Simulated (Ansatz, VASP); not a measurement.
Given: the input of a run of Ansatz 0.2.0 on Ni.

The input input.yaml:

```yaml
crystal:
  lattice:
    - [0.0, 1.7259110183, 1.7259110183]
    - [1.7259110183, 0.0, 1.7259110183]
    - [1.7259110183, 1.7259110183, 0.0]
  atoms:
    - { symbol: Ni, position: [0.0, 0.0, 0.0], spin: 1.0 }
kpoints:
  mp_grid: { grid: [13, 13, 13] }
scf:
  occupations: { method: fermi_dirac, width: 0.05 }
hamiltonian:
  xc: lda
  pseudopotentials: { kind: all_electron, lapw: { basis_error: 0.001 } }
magnetization:
  spin_polarized: true
output:
  forces: true
  stress: true
  eigenvalues: true
```

Potentials or basis: all-electron LAPW, scalar-relativistic.

Command:

```sh
$ ansatz run input.yaml --threads 2 --pin off --max-ram 6144MiB --backend cpu --events-out ev --progress --plain --runs-dir out
```

**Question.** Translate it to VASP 6.6.1. Potentials there: VASP PAW LDA potentials, release 64 (Ni).

**Answer.** As run (the cutoff follows the program's own potentials):

File INCAR:

```
  PREC = Accurate
  ENCUT = 520
  EDIFF = 1E-6
  ISMEAR = -1
  SIGMA = 0.05
  LREAL = F
  LASPH = T
  NELM = 150
  ALGO = Fast
  ISIF = 2
  LWAVE = F
  LCHARG = T
  ISPIN = 2
  MAGMOM = 1
  LORBIT = 11
  LMAXMIX = 4
  GGA = CA
  LELF = T
  LVHAR = T
  NBANDS = 15
```

File KPOINTS:

```
regular mesh
0
Gamma
  13 13 13
```

Contents of POSCAR:

```
Ni
1.0
    0.0000000000      1.7259110183      1.7259110183
    1.7259110183      0.0000000000      1.7259110183
    1.7259110183      1.7259110183      0.0000000000
Ni
1
Direct
    0.0000000000      0.0000000000      0.0000000000
```

Potentials or basis: VASP PAW LDA potentials, release 64 (Ni).

Launch:

```console
$ cat potpaw_LDA.64/Ni/POTCAR > POTCAR
$ mpirun -np 1 vasp_std > vasp.out
```

Both were run:

|  | VASP | Ansatz | Ansatz less VASP |
| --- | --- | --- | --- |
| gap on the k mesh at the Fermi level (eV) | none | none | - |
| pressure (GPa) | -5.9 | -5.9 | -0.06 |
| net moment per atom (μB) | 0.61 | 0.62 | +0.007 |
| size of the moment on the site where the two differ most (μB) | 0.61 | 0.64 | +0.023 |

Site moments also hang on the region over which each program counts them. A gap of «none» marks a metal or a gap that the smearing closes. Ansatz ran all-electron here, so the differences hold the error of VASP's frozen core and of both bases.
